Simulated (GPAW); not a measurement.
# CdO (Monteponite): single point with PBE

CdO (Monteponite):

```
Cd O
1.0
     0.00000    2.34950    2.34950
     2.34950    0.00000    2.34950
     2.34950    2.34950    0.00000
Cd O
1 1
Direct
  0.00000 0.00000 0.00000
  0.50000 0.50000 0.50000
```

* Program: GPAW 26.7.0
* Task: single point
* Functional: PBE
* Potentials or basis: GPAW PAW data sets (gpaw-data 1.2.1)
* Cutoff: 650 eV
* Basis: pw
* k mesh: 8 × 8 × 8
* Occupations: fermi-dirac, width 0.01 eV
* Spin: no spin polarisation
* Maxiter: 150

| Property | Result |
| --- | --- |
| Pressure | 3.9 GPa |
| Band gap on the k mesh | none (metal or under the smearing width) |

Levels at points of the mesh, in eV from the Fermi level:
```tsv
k point	band 5	band 6	band 7	band 8	band 9	band 10	band 11	band 12	band 13	band 14
(0.00, 0.00, 0.00)	-6.37	-6.37	-1.42	-1.42	-1.42	-0.45	14.57	16.99	16.99	16.99
(0.50, 0.50, 0.00)	-5.97	-5.67	-4.38	-2.38	-2.38	3.87	8.47	11.22	13.25	13.25
(0.50, 0.50, 0.50)	-6.11	-6.11	-3.81	-0.02	-0.02	4.37	7.28	11.81	11.81	17.73
```

It took 9.5 s on 1 thread of Arm Neoverse V1 (shared host), peak memory 0.14 GiB.

Caveat: the cutoff is short for stress and forces, so pressures can be off by a GPa or more; this crystal is a semiconductor, whose small gap the functional closes, so the metal is an error of the method.
